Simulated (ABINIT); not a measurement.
# Ag (Fm-3m) in ABINIT: settings compared

One crystal, Ag, is run at these levels: LDA, PBE, RPBE, AM05; tasks: band structure.

All numbers are computed with ABINIT 10.8.3 (patched build); they aren't measurements. Logs are shortened: lines on timing, memory, paths and dates and some standing lists are left out, and cuts for length are marked. The log counts tension as positive stress, the text compression.

## 1. The structure

Symmetry: Fm-3m, No. 225, cubic system. Conventional cell: a = 4.085 Å, b = 4.085 Å, c = 4.085 Å, α = 90.00°, β = 90.00°, γ = 90.00°. Around Ag (site symmetry m-3m) lie 12 Ag at 2.89 Å.

## 2. Band structure, LDA

Contents of run.abi:

```
# Datasets: ground state, then fixed potential
ndtset 2

# Pseudopotentials
pp_dirpath "./"
pseudos "Ag_sc.hgh"

# Structure
acell 3*1.0
rprim
     0.0000000000     3.8602380411     3.8602380411
     3.8602380411     0.0000000000     3.8602380411
     3.8602380411     3.8602380411     0.0000000000
ntypat 1
znucl 47
natom 1
typat 1
xcart
     0.0000000000     0.0000000000     0.0000000000

# Plane-wave basis
ecut 25.0

# Exchange and correlation
ixc 7

# Bands and occupations
occopt 3
tsmear 0.05 eV

# SCF cycle
nstep 100

# Output
iomode 3
prtwf 0
prteig 0
prtebands 0
enunit 1
prtden1 1

# Dataset 1
kptopt1 1
ngkpt1 11 11 11
nshiftk1 1
shiftk1 0.0 0.0 0.0
nband1 10
tolvrs1 1.0e-10

# Dataset 2: bands along G-X-W-K-G-L-U-W-L-K
iscf2 -2
getden2 1
nband2 14
nbdbuf2 2
tolwfr2 1.0e-12
kptopt2 -9
ndivsm2 6
prteig2 1
kptbounds2
     0.0000000000     0.0000000000     0.0000000000
     0.5000000000     0.0000000000     0.5000000000
     0.5000000000     0.2500000000     0.7500000000
     0.3750000000     0.3750000000     0.7500000000
     0.0000000000     0.0000000000     0.0000000000
     0.5000000000     0.5000000000     0.5000000000
     0.6250000000     0.2500000000     0.6250000000
     0.5000000000     0.2500000000     0.7500000000
     0.5000000000     0.5000000000     0.5000000000
     0.3750000000     0.3750000000     0.7500000000
```

Potentials or basis: HGH LDA semicore.

On the command line:

```
> abinit run.abi > log 2>&1
```

run.abo:

```text
.Version 10.8.3 of ABINIT
 DATASET    1 : space group Fm -3 m (#225); Bravais cF (face-center cubic)
================================================================================
 Values of the parameters that define the memory need for DATASET  1.
     intxc =       0    ionmov =       0      iscf =       7    lmnmax =       7
     lnmax =       7     mgfft =      27  mpssoang =       3    mqgrid =    3001
     natom =       1  nloc_mem =       1    nspden =       1   nspinor =       1
    nsppol =       1      nsym =      48    n1xccc =       0    ntypat =       1
    occopt =       3   xclevel =       1
       mpw =         695          nfft =       19683          nkpt =          56
================================================================================
================================================================================

 DATASET    2 : space group Fm -3 m (#225); Bravais cF (face-center cubic)
================================================================================
 Values of the parameters that define the memory need for DATASET  2.
     intxc =       0    ionmov =       0      iscf =      -2    lmnmax =       7
     lnmax =       7     mgfft =      27  mpssoang =       3    mqgrid =    3001
     natom =       1  nloc_mem =       1    nspden =       1   nspinor =       1
    nsppol =       1      nsym =      48    n1xccc =       0    ntypat =       1
    occopt =       3   xclevel =       1
       mpw =         700          nfft =       19683          nkpt =         103
================================================================================
================================================================================

--------------------------------------------------------------------------------
------------- Echo of variables that govern the present computation ------------
--------------------------------------------------------------------------------
 -outvars: echo values of preprocessed input variables --------
            acell      1.0000000000E+00  1.0000000000E+00  1.0000000000E+00 Bohr
              amu      1.07868200E+02
             ecut      2.50000000E+01 Hartree
           enunit           1
           getden1          0
           getden2          1
             iscf1          7
             iscf2         -2
                       outvar_i_n : Printing only first  50 k-points.
              ixc           7
           jdtset        1    2
                       outvar_i_n : Printing only first  50 k-points.
           kptopt1          1
           kptopt2         -9
         kptrlatt       11    0    0      0   11    0      0    0   11
          kptrlen1     6.00512109E+01
          kptrlen2     3.00000000E+01
            natom           1
            nband1         10
            nband2         14
           nbdbuf1          0
           nbdbuf2          2
           ndtset           2
           ndivsm1          0
           ndivsm2          6
            ngfft          27      27      27
             nkpt1         56
             nkpt2        103
            nstep         100
             nsym          48
           ntypat           1
                       prtocc : prtvol=0, do not print more k-points.
           occopt           3
        prtebands           0
           prteig1          0
           prteig2          1
            prtwf           0
            rprim      0.0000000000E+00  3.8602380411E+00  3.8602380411E+00
                       3.8602380411E+00  0.0000000000E+00  3.8602380411E+00
                       3.8602380411E+00  3.8602380411E+00  0.0000000000E+00
           shiftk1     0.00000000E+00  0.00000000E+00  0.00000000E+00
           shiftk2     5.00000000E-01  5.00000000E-01  5.00000000E-01
          spgroup         225
           tolvrs1     1.00000000E-10
           tolvrs2     0.00000000E+00
           tolwfr1     0.00000000E+00
[... 178 lines left out ...]
  J.P.Perdew and Y.Wang, PRB 45, 13244 (1992)

 Real(R)+Recip(G) space primitive vectors, cartesian coordinates (Bohr,Bohr^-1):
 R(1)=  0.0000000  3.8602380  3.8602380  G(1)= -0.1295257  0.1295257  0.1295257
 R(2)=  3.8602380  0.0000000  3.8602380  G(2)=  0.1295257 -0.1295257  0.1295257
 R(3)=  3.8602380  3.8602380  0.0000000  G(3)=  0.1295257  0.1295257 -0.1295257
 Unit cell volume ucvol=  1.1504619E+02 bohr^3
 Angles (23,13,12)=  6.00000000E+01  6.00000000E+01  6.00000000E+01 degrees

 getcut: wavevector=  0.0000  0.0000  0.0000  ngfft=  27  27  27
         ecut(hartree)=     25.000   => boxcut(ratio)=   2.11910
--------------------------------------------------------------------------------

================================================================================
 Non-SCF case, kpt    1 (  0.00000  0.00000  0.00000), residuals and eigenvalues=
  7.35E-13  4.47E-13  6.15E-13  7.81E-14  1.68E-13  6.58E-13  3.82E-13  4.36E-13
  5.59E-13  8.82E-13  1.19E-13  4.20E-13  8.04E-12  7.77E-12
 -3.8493E-02  7.4788E-02  7.4788E-02  7.4788E-02  1.1285E-01  1.1285E-01
  8.7078E-01  9.7921E-01  9.7921E-01  9.7921E-01  1.1501E+00  1.2178E+00
  1.2178E+00  1.2178E+00
 Non-SCF case, kpt    2 (  0.02941  0.00000  0.02941), residuals and eigenvalues=
  7.66E-14  1.06E-13  6.01E-13  3.09E-14  1.20E-13  5.57E-13  6.92E-14  8.33E-13
  6.70E-13  3.52E-13  4.59E-13  8.84E-13  7.77E-11  3.95E-10
 -3.7155E-02  7.4490E-02  7.6094E-02  7.6094E-02  1.1270E-01  1.1355E-01
  8.7121E-01  9.7377E-01  9.7524E-01  9.7524E-01  1.1566E+00  1.2132E+00
  1.2132E+00  1.2202E+00
 Non-SCF case, kpt    3 (  0.05882  0.00000  0.05882), residuals and eigenvalues=
  5.45E-14  7.48E-14  2.52E-13  5.00E-13  5.90E-13  3.07E-13  6.09E-14  2.49E-13
[... 590 lines left out ...]
  4.1213E-01  5.6747E-01  7.5493E-01  8.8099E-01  1.2048E+00  1.2709E+00
  1.2764E+00  1.4184E+00
 Non-SCF case, kpt  102 (  0.38750  0.38750  0.72500), residuals and eigenvalues=
  5.07E-13  2.40E-13  2.58E-13  2.90E-13  8.35E-14  6.58E-13  6.54E-13  6.40E-14
  1.40E-13  8.90E-13  1.63E-13  5.05E-13  4.06E-13  1.14E-07
  3.3380E-02  5.0328E-02  9.4785E-02  1.1751E-01  1.3947E-01  4.1298E-01
  4.2325E-01  5.3162E-01  7.3614E-01  8.8361E-01  1.1708E+00  1.2944E+00
  1.2991E+00  1.4199E+00
 Non-SCF case, kpt  103 (  0.37500  0.37500  0.75000), residuals and eigenvalues=
  3.04E-13  1.03E-13  1.80E-13  5.61E-13  2.30E-13  2.24E-13  4.04E-13  1.70E-13
  1.93E-13  6.90E-13  3.02E-13  7.03E-13  3.95E-13  2.30E-08
  3.0572E-02  4.5382E-02  1.0083E-01  1.2159E-01  1.4081E-01  4.0979E-01
  4.4411E-01  5.1560E-01  7.2024E-01  8.8540E-01  1.1368E+00  1.3079E+00
  1.3258E+00  1.4264E+00

--- !ResultsGS
iteration_state: {dtset: 2, }
comment   : Summary of ground state results
lattice_vectors:
- [  0.0000000,   3.8602380,   3.8602380, ]
- [  3.8602380,   0.0000000,   3.8602380, ]
- [  3.8602380,   3.8602380,   0.0000000, ]
lattice_lengths: [   5.45920,    5.45920,    5.45920, ]
lattice_angles: [ 60.000,  60.000,  60.000, ] # degrees, (23, 13, 12)
lattice_volume:   1.1504619E+02
convergence: {deltae:  0.000E+00, res2:  0.000E+00, residm:  9.997E-13, diffor:  0.000E+00, }
etotal    :  -3.69249723E+01
entropy   :   0.00000000E+00
fermie    :   2.59592968E-01
cartesian_stress_tensor: null
pressure_GPa: null
xred      :
- [  0.0000E+00,   0.0000E+00,   0.0000E+00, Ag]
cartesian_forces: null
force_length_stats: {min: null, max: null, mean: null, }
...

 Integrated electronic density in atomic spheres:
 ------------------------------------------------
 Atom  Sphere_radius  Integrated_density
    1        2.00000          8.40291918
================================================================================

 ----iterations are completed or convergence reached----

 Mean square residual over all n,k,spin=   38.586E-14; max=  99.968E-14
 reduced coordinates (array xred) for    1 atoms
       0.000000000000      0.000000000000      0.000000000000

 cartesian coordinates (angstrom) at end:
    1      0.00000000000000     0.00000000000000     0.00000000000000
 length scales=  1.000000000000  1.000000000000  1.000000000000 bohr
              =  0.529177210544  0.529177210544  0.529177210544 angstroms
 Eigenvalues (   eV  ) for nkpt= 103  k points:
 kpt#   1, nband= 14, wtk=  1.00000, kpt=  0.0000  0.0000  0.0000 (reduced coord)
  -1.04744    2.03508    2.03508    2.03508    3.07078    3.07078   23.69516   26.64559
  26.64559   26.64559   31.29651   33.13747   33.13747   33.13747
 kpt#   2, nband= 14, wtk=  1.00000, kpt=  0.0294  0.0000  0.0294 (reduced coord)
  -1.01104    2.02697    2.07064    2.07064    3.06676    3.08998   23.70689   26.49765
  26.53750   26.53750   31.47387   33.01374   33.01374   33.20335
 kpt#   3, nband= 14, wtk=  1.00000, kpt=  0.0588  0.0000  0.0588 (reduced coord)
  -0.90272    1.98357    2.10779    2.10779    3.02453    3.10694   23.74107   26.12768
  26.21996   26.21996   31.77924   32.81008   32.81008   33.38998
 kpt#   4, nband= 14, wtk=  1.00000, kpt=  0.0882  0.0000  0.0882 (reduced coord)
  -0.72529    1.89668    2.17027    2.17027    2.95404    3.13620   23.79394   25.66342
  25.71689   25.71689   31.42133   32.73177   32.73177   33.69230
 kpt#   5, nband= 14, wtk=  1.00000, kpt=  0.1176  0.0000  0.1176 (reduced coord)
  -0.48429    1.83610    2.26557    2.26557    2.90458    3.18111   23.86742   25.06973
  25.06973   25.19242   30.30257   32.82581   32.82581   34.14640
 kpt#   6, nband= 14, wtk=  1.00000, kpt=  0.1471  0.0000  0.1471 (reduced coord)
  -0.19065    1.72419    2.38306    2.38306    2.81047    3.23546   23.95027   24.32452
[... 278 lines left out ...]
   1.00795    1.67133    2.47695    2.67153    3.80165    9.29384   10.79272   17.92285
  21.72793   23.77029   32.98239   33.46568   34.87790   37.97241
 kpt# 100, nband= 14, wtk=  1.00000, kpt=  0.4125  0.4125  0.6750 (reduced coord)
   1.02919    1.60266    2.38426    2.86179    3.78753    9.99103   10.97987   16.63967
  21.11558   23.88357   33.43496   34.13785   34.13928   38.51282
 kpt# 101, nband= 14, wtk=  1.00000, kpt=  0.4000  0.4000  0.7000 (reduced coord)
   0.97528    1.49784    2.43675    3.03775    3.77611   10.68130   11.21459   15.44178
  20.54274   23.97294   32.78503   34.58301   34.73357   38.59565
 kpt# 102, nband= 14, wtk=  1.00000, kpt=  0.3875  0.3875  0.7250 (reduced coord)
   0.90831    1.36950    2.57924    3.19750    3.79507   11.23787   11.51718   14.46613
  20.03132   24.04413   31.86036   35.22158   35.35001   38.63701
 kpt# 103, nband= 14, wtk=  1.00000, kpt=  0.3750  0.3750  0.7500 (reduced coord)
   0.83189    1.23491    2.74376    3.30867    3.83175   11.15096   12.08484   14.03032
  19.59879   24.09285   30.93406   35.58880   36.07594   38.81356

== END DATASET(S) ==============================================================
================================================================================

 -outvars: echo values of variables after computation  --------
            acell      1.0000000000E+00  1.0000000000E+00  1.0000000000E+00 Bohr
           etotal1    -3.6924972259E+01
            fcart1    -0.0000000000E+00 -0.0000000000E+00 -0.0000000000E+00
            rprim      0.0000000000E+00  3.8602380411E+00  3.8602380411E+00
                       3.8602380411E+00  0.0000000000E+00  3.8602380411E+00
                       3.8602380411E+00  3.8602380411E+00  0.0000000000E+00
           strten1     2.9819267336E-03  2.9819267336E-03  2.9819267336E-03
                       0.0000000000E+00  0.0000000000E+00  0.0000000000E+00
 Calculation completed.
```

Wall time 18 s (1 thread of Arm Neoverse V2, shared host); peak memory 0.11 GiB.

Results:

```
Free energy                                           : -1004.7797 eV
Band gap on the k mesh                                : none (metal or under the smearing width)
Valence electrons inside the program's atomic spheres : Ag 8.40 (radii [1.0584] Å)
```

Levels at the corners of the path, in eV from the Fermi level:
```
point  band 1  band 2  band 3  band 4  band 5  band 6  band 7  band 8  band 9  band 10
    Γ   -8.11   -5.03   -5.03   -5.03   -3.99   -3.99   16.63   19.58   19.58    19.58
    X   -6.69   -6.51   -3.20   -2.95   -2.95    1.33    6.51   10.44   10.44    16.99
    W   -5.93   -5.31   -5.31   -3.98   -2.98    5.77    5.77    6.65    8.17    23.35
    K   -6.23   -5.83   -4.32   -3.76   -3.23    4.09    5.02    6.97   12.53    17.03
    Γ   -8.11   -5.03   -5.03   -5.03   -3.99   -3.99   16.63   19.58   19.58    19.58
    L   -6.66   -5.04   -5.04   -3.19   -3.19   -0.67    3.37   15.71   17.48    17.48
    U   -6.23   -5.83   -4.32   -3.76   -3.23    4.09    5.02    6.97   12.53    17.03
    W   -5.93   -5.31   -5.31   -3.98   -2.98    5.77    5.77    6.65    8.17    23.35
    L   -6.66   -5.04   -5.04   -3.19   -3.19   -0.67    3.37   15.71   17.48    17.48
    K   -6.23   -5.83   -4.32   -3.76   -3.23    4.09    5.02    6.97   12.53    17.03
```

Caveat: the cutoff is too short for stress, so the log's stress isn't used; HGH potentials are hard and often keep d shells in the core, so these values are rough.

## 3. Band structure, PBE

Contents of run.abi:

```
ndtset 2

pp_dirpath "./"
pseudos "Ag.GGA_PBE-JTH.xml"

acell 5.4592009917 5.4592009917 5.4592009917
rprim
     0.0000000000     0.7071067812     0.7071067812
     0.7071067812     0.0000000000     0.7071067812
     0.7071067812     0.7071067812     0.0000000000
ntypat 1
znucl 47
natom 1
typat 1
xred
     0.0000000000     0.0000000000     0.0000000000

ecut 17.0
pawecutdg 34.0

ixc 11

occopt 3
tsmear 0.00183747

nstep 100

iomode 3
prtwf 0
prteig 0
prtebands 0
prtden1 1

kptopt1 1
ngkpt1 11 11 11
nshiftk1 1
shiftk1 0.0 0.0 0.0
nband1 10
tolvrs1 1.0e-9

iscf2 -2
getden2 1
nband2 14
nbdbuf2 2
tolwfr2 1.0e-12
kptopt2 -9
ndivsm2 6
prteig2 1
kptbounds2
     0.0000000000     0.0000000000     0.0000000000
     0.5000000000     0.0000000000     0.5000000000
     0.5000000000     0.2500000000     0.7500000000
     0.3750000000     0.3750000000     0.7500000000
     0.0000000000     0.0000000000     0.0000000000
     0.5000000000     0.5000000000     0.5000000000
     0.6250000000     0.2500000000     0.6250000000
     0.5000000000     0.2500000000     0.7500000000
     0.5000000000     0.5000000000     0.5000000000
     0.3750000000     0.3750000000     0.7500000000
```

Potentials or basis: JTH PAW PBE v2.0.

On the command line:

```
> abinit run.abi > log 2>&1
```

run.abo:

```text
.Version 10.8.3 of ABINIT
 DATASET    1 : space group Fm -3 m (#225); Bravais cF (face-center cubic)
================================================================================
 Values of the parameters that define the memory need for DATASET  1.
     intxc =       0    ionmov =       0      iscf =      17    lmnmax =      18
     lnmax =       6     mgfft =      24  mpssoang =       3    mqgrid =    3001
     natom =       1  nloc_mem =       2    nspden =       1   nspinor =       1
    nsppol =       1      nsym =      48    n1xccc =       1    ntypat =       1
    occopt =       3   xclevel =       2
       mpw =         391          nfft =       13824          nkpt =          56
 PAW method is used; the additional fine FFT grid is defined by:
   mgfftf=        30    nfftf =     27000
================================================================================
================================================================================

[... 1268 lines left out ...]
 kpt# 101, nband= 14, wtk=  1.00000, kpt=  0.4000  0.4000  0.7000 (reduced coord)
  -0.07389   -0.05411   -0.02001    0.00109    0.02750    0.28170    0.30371    0.45658
   0.65026    0.76209    1.10932    1.15959    1.16458    1.38901
 kpt# 102, nband= 14, wtk=  1.00000, kpt=  0.3875  0.3875  0.7250 (reduced coord)
  -0.07664   -0.05894   -0.01481    0.00684    0.02784    0.30221    0.31481    0.42065
   0.63127    0.76348    1.07286    1.17851    1.19195    1.39041
 kpt# 103, nband= 14, wtk=  1.00000, kpt=  0.3750  0.3750  0.7500 (reduced coord)
  -0.07935   -0.06379   -0.00880    0.01089    0.02926    0.29960    0.33582    0.40422
   0.61531    0.76447    1.03561    1.19306    1.21894    1.40042

== END DATASET(S) ==============================================================
================================================================================

 -outvars: echo values of variables after computation  --------
            acell      5.4592009917E+00  5.4592009917E+00  5.4592009917E+00 Bohr
           etotal1    -3.8220330178E+01
            fcart1    -0.0000000000E+00 -0.0000000000E+00 -0.0000000000E+00
            rprim      0.0000000000E+00  7.0710678120E-01  7.0710678120E-01
                       7.0710678120E-01  0.0000000000E+00  7.0710678120E-01
                       7.0710678120E-01  7.0710678120E-01  0.0000000000E+00
           strten1    -1.5284080357E-04 -1.5284080357E-04 -1.5284080357E-04
                       0.0000000000E+00  0.0000000000E+00  0.0000000000E+00
 Calculation completed.
```

Run time: 12 s. Hardware: 1 thread of Arm Neoverse V2, shared host; peak memory 0.11 GiB.

Results:

- Free energy: -1040.0282 eV
- Pressure: 4.5 GPa
- Band gap on the k mesh: none (metal or under the smearing width)
- Valence electrons inside the program's atomic spheres: Ag 9.82 (radii [1.331] Å)

Levels at the corners of the path, in eV from the Fermi level:
```tsv
point	band 1	band 2	band 3	band 4	band 5	band 6	band 7	band 8	band 9	band 10
Γ	-8.03	-5.06	-5.06	-5.06	-4.03	-4.03	16.45	19.86	19.86	19.86
X	-6.70	-6.56	-3.27	-3.03	-3.03	1.37	6.48	10.55	10.55	16.89
W	-5.95	-5.33	-5.33	-4.02	-3.03	5.72	5.72	6.79	7.94	23.05
K	-6.26	-5.84	-4.34	-3.81	-3.31	4.05	5.03	6.89	12.64	16.70
Γ	-8.03	-5.06	-5.06	-5.06	-4.03	-4.03	16.45	19.86	19.86	19.86
L	-6.65	-5.09	-5.09	-3.23	-3.23	-0.65	3.34	15.54	17.94	17.94
U	-6.26	-5.84	-4.34	-3.81	-3.31	4.05	5.03	6.89	12.64	16.70
W	-5.95	-5.33	-5.33	-4.02	-3.03	5.72	5.72	6.79	7.94	23.05
L	-6.65	-5.09	-5.09	-3.23	-3.23	-0.65	3.34	15.54	17.94	17.94
K	-6.26	-5.84	-4.34	-3.81	-3.31	4.05	5.03	6.89	12.64	16.70
```

(Continued in part 2 of 2.)
